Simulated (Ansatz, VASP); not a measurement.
# Two plane-wave programs on KF

```
CELL_PARAMETERS angstrom
3.27042 0.00000 0.00000
0.00000 3.27042 0.00000
0.00000 0.00000 3.17887
ATOMIC_POSITIONS crystal
K 0.00000 0.00000 0.00000
F 0.50000 0.50000 0.50000
```

Change from the starting cell: biaxial_xy strain +2.9%.

Alike in both runs: task single point; functional PBE; k mesh 8 × 8 × 8; occupations fermi-dirac, width 0.02 eV; no spin polarisation.

|  | VASP | Ansatz |
| --- | --- | --- |
| version | VASP 6.6.1 | Ansatz 0.2.0 |
| potentials or method | VASP PAW PBE potentials, release 64 (K_sv, F) | plane waves, PAW |
| plane-wave cutoff (eV) | 520 | 420 |
| valence electrons in the cell | 16 | 16 |

Ansatz gave:

- gap on the k mesh at the Fermi level (eV): 6.33
- pressure (GPa): 0.6
- largest component of the traceless stress (GPa): 1.65

Question: Which values does VASP return?

Answer: gap on the k mesh at the Fermi level (eV): 6.31; pressure (GPa): 0.6; largest component of the traceless stress (GPa): 1.65.

A k mesh can miss the band edges.
